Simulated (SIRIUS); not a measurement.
Runs of SIRIUS 7.12.0 on FeO (Wuestite). The structure is cubic, space group Fm-3m (No. 225). The conventional cell has a = 4.311 Å, b = 4.311 Å, c = 4.311 Å, α = 90.00°, β = 90.00°, γ = 90.00°. Fe (site symmetry m-3m) is surrounded by 6 O at 2.16 Å. Around O (site symmetry m-3m) lie 6 Fe at 2.16 Å. 

```csv
level,potentials or basis,k mesh,mesh quality,gap on the mesh (eV),pressure (GPa),moment (μB)
PW91,PseudoDojo 0.4.1 PBE standard (scalar relativistic),6 × 6 × 6,coarse,none,-1.3,4.01
LDA,PseudoDojo 0.4.1 PBE standard (scalar relativistic),6 × 6 × 6,coarse,none,(b),4.01
PBEsol,PseudoDojo 0.4.1 PBEsol standard (scalar relativistic),11 × 11 × 11,not flagged,none,-9.2,4.00
SOGGA11,PseudoDojo 0.4.1 PBE standard (scalar relativistic),6 × 6 × 6,coarse,none,-2.0,4.01
RPBE,PseudoDojo 0.4.1 PBE standard (scalar relativistic),6 × 6 × 6,coarse,none,(a),4.00
revPBE,PseudoDojo 0.4.1 PBE standard (scalar relativistic),6 × 6 × 6,coarse,none,3.0,4.00
PBE,PseudoDojo 0.4.1 PBE standard (scalar relativistic),6 × 6 × 6,coarse,none,-0.7,4.01
BLYP,PseudoDojo 0.4.1 PBE standard (scalar relativistic),6 × 6 × 6,coarse,none,(c),4.00
```

Alike in all rows: task single point; spin collinear, ferromagnetic start; cell as given; cutoff (eV) 1228; smearing fermi-dirac 0.05 eV.

**Question.** Fill in the values left out.

**Answer.** (a) 4.4; (b) -15.2; (c) 6.3.

Caveats: some runs use coarse meshes; a cell with one magnetic atom can't hold antiferromagnetic order, which such compounds often take; semilocal functionals often make such compounds metallic where correlation or magnetic order opens a gap, which also shifts bond lengths; the potentials were made for another functional, which shifts forces and pressure (some runs).

A k mesh can miss the band edges.

A gap of «none» marks a metal or a gap under the smearing width.

Not every run made on this cell is shown here.
